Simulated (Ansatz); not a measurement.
Se: the change of pressure and energy less free atoms with volume scale

All results are calculated (Ansatz 0.2.0). Periodic Kohn-Sham DFT of a crystal at fixed atoms, scaled to volume_scale times the given cell; pressure positive in compression, energy less spherical unpolarised free atoms, largest_vzz the field gradient of largest size among the nuclei.

The cell before it is scaled or strained (space group Pm-3m, No. 221):
```
cell vectors (Å)
   2.8106     0.0000     0.0000
   0.0000     2.8106     0.0000
   0.0000     0.0000     2.8106
atoms (fractions of the cell vectors)
Se  0.00000  0.00000  0.00000
```

Settings of every row: method all-electron LAPW; functional PBEsol; relativity scalar; k mesh 12x12x12; filling fermi-dirac; smearing width 0.03 eV; basis error target 0.5 meV/atom; nucleus gaussian.

Atom start moment: 0 on all atoms.

Limits: the cell comes from a prototype or a list of computed structures and needn't be the stable phase.

```
row  volume scale  V (Å³/atom)  pressure (GPa)  energy less free atoms (eV/atom)
  1          0.95       21.092           2.322                           -3.7404
  2         0.975       21.647               ?                                 ?
  3             1       22.201          -1.932                            -3.741
  4         1.025       22.757          -3.647                           -3.7313
  5          1.05       23.312          -5.132                            -3.716
```

Question: what pressure and energy less free atoms should row 2 give?

Worked fit of pressure. Take u = (V_r/V)^(2/3) − 1 with V_r = 22.479 Å³ an atom, which is twice the finite (Eulerian) strain; such expansions in the strain, on which the Birch-Murnaghan equation of state is built, carry the rest volume and the bulk modulus. The shown rows have u = 0.04337, 0.00833, -0.00816, -0.02397. Least squares give pressure = −2.8212 + 104.265 × u + 330.11 × u² GPa; a straight line predicts inner rows, each left out in turn, worse (root mean square 0.23 against 0.0062 GPa). The rows lie off it by 0.000, -0.002, 0.003, -0.001. The pressure vanishes at u = 0.0251, or V = 21.66 Å³ an atom, and there the bulk modulus at fixed shape and fractions is B = −V dP/dV = (2/3)(1 + u) dP/du = 82.6 GPa. The withheld row has u = 0.02546, so the fit gives −2.8212 + 104.265 × (0.02546) + 330.11 × (0.02546)² = 0.047 GPa.

The calculation gave 0.045 GPa. The fit lies 0.002 GPa (4.4 % of the value, 0.027 % of the column's range) above it; its largest miss of a shown row is 0.003 GPa.

Worked fit of energy less free atoms. Take u = (V_r/V)^(2/3) − 1 with V_r = 22.479 Å³ an atom, which is twice the finite (Eulerian) strain; such expansions in the strain, on which the Birch-Murnaghan equation of state is built, carry the rest volume and the bulk modulus. The shown rows have u = 0.04337, 0.00833, -0.00816, -0.02397. Least squares give energy less free atoms = −3.7369 − 0.5903 × u + 11.748 × u² eV/atom; a straight line predicts inner rows, each left out in turn, worse (root mean square 0.0081 against 4.2e-07 eV/atom). All shown rows lie on it to the printed digit. Its lowest point lies at u = 0.0251, or V = 21.66 Å³ an atom, and the curvature there gives the bulk modulus at fixed shape and fractions, B = (4/9)(1 + u)² E″(u)/V = 81.2 GPa. The withheld row has u = 0.02546, so the fit gives −3.7369 − 0.5903 × (0.02546) + 11.748 × (0.02546)² = -3.7443 eV/atom.

The calculation gave -3.7444 eV/atom. The fit lies 0.0001 eV/atom (0.35 % of the column's range) above it, one unit of the last digit.
